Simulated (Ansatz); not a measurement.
Crystal: TaAs.

```
CELL_PARAMETERS angstrom
-1.72181 1.72181 5.86794
1.72181 -1.72181 5.86794
1.72181 1.72181 -5.86794
ATOMIC_POSITIONS crystal
Ta 0.49997 0.49997 0.00000
Ta 0.24997 0.74997 0.50000
As 0.08263 0.08263 0.00000
As 0.83263 0.33263 0.50000
```

The cell is a database's computed one.

Program: Ansatz 0.2.0. Alike in all runs: task single point; level PBE0 form with a typed share of exact exchange; potentials or basis Ansatz PAW; no spin polarisation; cell as given; k mesh 6 × 6 × 6; cutoff (eV) 420; smearing fermi-dirac 0.05 eV; the mesh is coarse, so values aren't converged.

Task: Order these runs on this cell by their pressure, lowest first.
A. share of exact exchange 0.15
B. share of exact exchange 0
C. share of exact exchange 0.5

Result: C (-6.3 GPa), A (-0.5 GPa), B (2.3 GPa).

Caveats: all runs use coarse meshes; the PAW data sets come from PBE, with cores solved anew for the run's functional, which leaves a small shift of forces and pressure (some runs); the thresholds are loose for stress (some runs); the PAW data sets were made with another functional, which shifts forces and pressure a little (some runs).
